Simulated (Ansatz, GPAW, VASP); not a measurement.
Nb: programs and potentials compared

```xyz
1
Lattice="-1.6640 1.6640 1.6640 1.6640 -1.6640 1.6640 1.6640 1.6640 -1.6640" Properties=species:S:1:pos:R:3 pbc="T T T"
Nb    0.0000    0.0000    0.0000
```

Alike in all runs: task single point; functional PBE; k mesh 11 × 11 × 11; occupations gaussian, width 0.028 eV; no spin polarisation; no spin-orbit coupling. Pressure is positive in compression and, in plane waves, holds the error of the finite cutoff.

```tsv
program and potentials	plane-wave cutoff (eV)	notes	pressure (GPa)
VASP, PBE PAW files Nb_sv, 520 eV	520	-	-2.08
GPAW, GPAW PAW data sets (gpaw-data 1.2.1)	600	-	-2.51
Ansatz, all-electron LAPW, scalar-relativistic	-	-	-1.75
```

The pressure spans -2.51 (GPAW, GPAW PAW data sets (gpaw-data 1.2.1)) to -1.75 GPa (Ansatz, all-electron LAPW, scalar-relativistic), with all-electron results at -1.75.

Differences between rows come from potentials, basis sets and numerical settings, since the functional is the same but for its coding. Runs on potential files found faulty are left out.

All three calculations put the niobium cell under tension: at this volume the crystal would lower its energy by contracting, so the PBE equilibrium lattice is somewhat smaller than the one used. The agreement in sign makes this conclusion independent of the choice of program. Niobium's partly filled 4d band occupies mainly bonding states, giving strong cohesion and a high bulk modulus. A slight change in lattice constant therefore produces a pressure on the gigapascal scale, and the spread between the rows corresponds to only a very small difference in equilibrium volume.

Both PAW results are more negative than the all-electron value of -1.75 GPa, the direction expected from Pulay stress in an incomplete plane-wave basis. GPAW lies further away despite its higher cutoff, but differences between the PAW data sets could equally contribute, so the order is no measure of basis convergence alone. Nor does closeness in pressure at one volume establish equal accuracy for the bulk modulus, which depends on how pressure changes with volume.
